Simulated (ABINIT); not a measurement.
The system is BaS.

```
Ba S
1.0
     0.00000    3.19375    3.19375
     3.19375    0.00000    3.19375
     3.19375    3.19375    0.00000
Ba S
1 1
Cartesian
  0.0000 0.0000 0.0000
  3.1938 3.1938 3.1938
```

Base run:

- Program: ABINIT 10.8.3 (patched build)
- Functional: PW91
- Potentials or basis: JTH PAW PBE v2.0
- Cutoff: 544 eV
- k mesh: 7 × 7 × 7
- Occupations: fermi-dirac, width 0.05 eV
- Spin: no spin polarisation

Its results: band gap on the k mesh 2.18 eV, indirect (least direct gap 2.32 eV); pressure 1.1 GPa.

Q: The run is repeated on the same cell with these changes: functional from PW91 to PBEsol; spin from no spin polarisation to spin-orbit coupling, no magnetisation. What comes out?

A: Band gap on the k mesh 2.01 eV, indirect (least direct gap 2.12 eV); pressure -0.7 GPa.

Several settings changed at once, so the effect can't be laid on one alone.

Caveats: this set's barium file shifts pressures by 1.5 GPa and gaps by 0.1 eV against other sets; the PAW data sets were made with another functional, which shifts forces and pressure a little; spin-orbit coupling is left out, which moves the levels of the heavy elements (some runs).

A k mesh can miss the band edges.
